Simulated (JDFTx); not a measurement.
The system is As.

```
As
1.0
     1.88080    1.08588    3.51406
    -1.88080    1.08588    3.51406
     0.00000   -2.17176    3.51406
As
2
Cartesian
  0.0000 0.0000 2.3825
  0.0000 0.0000 8.1597
```

* Program: JDFTx 1.7.0 (patched build)
* Task: relaxation of cell and atoms
* Functional: PBEsol
* Potentials or basis: SG15-PBE-1.2 with smoothed tails
* Cutoff: 1088 eV
* Density cutoff: 8708 eV
* k mesh: 3 × 3 × 3
* Occupations: fermi-dirac, width 0.05 eV
* Spin: no spin polarisation

At the start: pressure 2.9 GPa; volume 21.53 Å³/atom.

Question: Where does the relaxation end?

Answer: Over 13 steps the energy falls by 35.2 meV/atom and the volume is 21.73 Å³/atom (+0.9 %); space group R-3m (No. 166, to 0.05 Å).

The path:
```csv
step,energy change (eV),largest force (eV/Å),pressure (GPa),volume (Å³)
1,0.0000,0.2289,2.93,43.06
2,-0.0135,0.0773,1.96,43.32
3,-0.0306,0.0164,0.89,43.68
4,-0.0485,0.0403,-0.08,44.03
5,-0.0645,0.0005,-0.65,44.14
6,-0.0692,0.0814,0.51,43.36
7,-0.0697,0.0152,0.43,43.30
8,-0.0701,0.0096,0.21,43.37
9,-0.0703,0.0111,0.05,43.45
10,-0.0704,0.0084,-0.06,43.51
11,-0.0704,0.0018,-0.01,43.48
12,-0.0704,0.0013,0.00,43.47
13,-0.0704,0.0008,0.00,43.47
```

Final structure:
```
As
1.0
     1.94340    1.12203    3.32221
    -1.94340    1.12203    3.32221
     0.00000   -2.24404    3.32221
As
2
Direct
  0.22695 0.22695 0.22695
  0.77305 0.77305 0.77305
```

Caveat: the k mesh is coarse (spacing up to 0.67 Å⁻¹), so the values aren't converged; the potentials were made for another functional, which shifts forces and pressure.
